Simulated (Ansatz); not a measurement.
## Nb started on a C site and a C vacancy, 6.16 Å apart on the ideal sites in diamond, 63 atoms, charge +1

All numbers come from Ansatz (PAW, plane waves, no spin–orbit coupling) at the single k point (¼, ¼, ¼) without its symmetry partners. The atoms were relaxed with PBEsol in a fixed cell; other functionals are single points on those atoms unless said otherwise. The valence top and gap of the host come from its small cell on a dense mesh, with the band extrema sought between the mesh points, lined up by the mean potential, PBEsol gap 4.03 eV, r²SCAN gap 4.37 eV. The charge correction uses an assumed dielectric constant of 5.7.

Cell: a = 7.108 Å, b = 7.108 Å, c = 7.108 Å, α = 90.00°, β = 90.00°, γ = 90.00°.

Nearest atoms after relaxation, from the placed atom (for vacancies from the middle of the vacant sites): C at 1.84 Å, C at 1.84 Å, C at 1.84 Å, C at 2.11 Å, C at 2.18 Å, C at 2.18 Å, C at 2.18 Å, C at 2.50 Å.

Chemical potentials μ are those of reference phases of the elements at zero temperature by the same functional (the usual solids, diamond for C, grey Sn, and the molecules H2, N2, O2, F2, Cl2, Br2 and S8).

```tsv
functional	E(defect) − E(host) − Σ nμ + q·E_VBM (eV)	monopole (eV)	alignment (eV)	formation energy at E_F = VBM (eV)	moment (μB)	wall time, shared host
PBEsol	17.14	0.50	0.44	18.08	0 (no spin)	18 s on NVIDIA H100 (relaxation)
r²SCAN	17.79	0.50	0.44	18.73	0 (no spin)	4.8 s on NVIDIA H100
```

Problem. How does the monopole term follow by hand for this cubic cell?

Solution. q²·α·e²/(4πε₀)/(2εL) with the Madelung constant α = 2.837 and e²/4πε₀ = 14.40 eV·Å: 1 × 2.837 × 14.40 / (2 × 5.7 × 7.108) = 0.50 eV.

r²SCAN one-electron levels near the gap (the ten most localised at most), from the host's valence top, not corrected for the charge's images:

| level (eV) | spin | filling | atoms sharing it | element of the atom with most weight |
| --- | --- | --- | --- | --- |
| 1.26 | both | 2.00 | 7.8 | C |
| 1.70 | both | 0.00 | 6.4 | C |
| 1.83 | both | 0.00 | 5.9 | C |
| 3.32 | both | 0.00 | 3.5 | Nb |
| 3.33 | both | 0.00 | 3.5 | Nb |

The runs had no spin polarisation though PBEsol leaves holes or close levels at the Fermi level; a state of higher spin may be lower.

One k point and a cell of this size can leave errors of several tenths of an eV in such numbers.
